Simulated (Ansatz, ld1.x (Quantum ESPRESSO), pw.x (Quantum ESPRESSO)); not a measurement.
## What a changed setting does to a pw.x run (bcc Sr)

Potential: norm-conserving Troullier–Martins (Kleinman–Bylander form), ld1.x (Quantum ESPRESSO) 7.5, PBE; core [Kr], reference 4d0 5s1.5 5p0.5; waves: 5p (bound): rc 3.45 bohr; 4d (bound, empty): rc 3.05 bohr; 5s (bound): rc 3.75 bohr; local part: the s channel; core correction: Bessel-smoothed model core inside 3.05 bohr.

The reference run (k-mesh 10³, cutoffs 50/200 Ry, Fermi–Dirac 0.01 Ry, mixing_beta 0.4, conv_thr 1e-9, no spin) gives 0.13 GPa at 54.586 Å³/atom, where all-electron LAPW gives 0.01 GPa. This run, with its own iteration cap, changes nbnd to 13.

```
&control
  calculation='scf', prefix='x', pseudo_dir='./', outdir='./tmp', tstress=.true., disk_io='none'
/
&system
  ibrav=0, nat=1, ntyp=1, ecutwfc=50, ecutrho=200, nbnd=13,
  occupations='smearing', smearing='fd', degauss=0.01
/
&electrons
  conv_thr=1e-09, mixing_beta=0.4, electron_maxstep=50
/
ATOMIC_SPECIES
Sr 1.0 Sr.UPF
CELL_PARAMETERS angstrom
  -2.38968373 2.38968373 2.38968373
  2.38968373 -2.38968373 2.38968373
  2.38968373 2.38968373 -2.38968373
ATOMIC_POSITIONS crystal
Sr 0.0000 0.0000 0.0000
K_POINTS automatic
10 10 10 0 0 0
```

```bash
pw.x < Sr.scf.in > Sr.scf.out
```

Task: How does the run end?

Result: It converges in 6 iterations; the free energy moves by +0.0 meV/atom and the pressure by +0.00 GPa. The result is that of the reference run.

```
Message from routine setup:
     using ibrav=0 with symmetry is DISCOURAGED, use correct ibrav instead
     lattice parameter (alat)  =       7.8217  a.u.
     unit-cell volume          =     368.3646 (a.u.)^3
     number of electrons       =         2.00
     number of Kohn-Sham states=           13
     kinetic-energy cutoff     =      50.0000  Ry
     charge density cutoff     =     200.0000  Ry
     scf convergence threshold =      1.0E-09
     Exchange-correlation= PBE
     number of k points=    47  Fermi-Dirac smearing, width (Ry)=  0.0100
     iteration #  1     ecut=    50.00 Ry     beta= 0.40
     total energy              =      -4.03191131 Ry
     estimated scf accuracy    <       0.00056002 Ry
     iteration #  2     ecut=    50.00 Ry     beta= 0.40
     total energy              =      -4.03209952 Ry
     estimated scf accuracy    <       0.00022053 Ry
     iteration #  3     ecut=    50.00 Ry     beta= 0.40
     total energy              =      -4.03211140 Ry
     estimated scf accuracy    <       0.00000022 Ry
     iteration #  4     ecut=    50.00 Ry     beta= 0.40
     total energy              =      -4.03211157 Ry
     estimated scf accuracy    <       0.00000001 Ry
     iteration #  5     ecut=    50.00 Ry     beta= 0.40
     total energy              =      -4.03211158 Ry
     estimated scf accuracy    <          5.3E-09 Ry
     iteration #  6     ecut=    50.00 Ry     beta= 0.40
     the Fermi energy is     1.8773 ev
!    total energy              =      -4.03211158 Ry
     estimated scf accuracy    <          4.5E-11 Ry
     smearing contrib. (-TS)   =      -0.00608482 Ry
     The total energy is F=E-TS. E is the sum of the following terms:
     one-electron contribution =       1.08100261 Ry
     hartree contribution      =       0.00350436 Ry
     xc contribution           =      -3.49877280 Ry
     ewald contribution        =      -1.61176092 Ry
     convergence has been achieved in   6 iterations
          total   stress  (Ry/bohr**3)                   (kbar)     P=        1.29
     Message from routine punch:
     Nothing written, as per user request (disk_io='none')
```

The run took about 15 s on one core of a shared host (Neoverse-V1, 32 threads, 247 GiB, load 21).
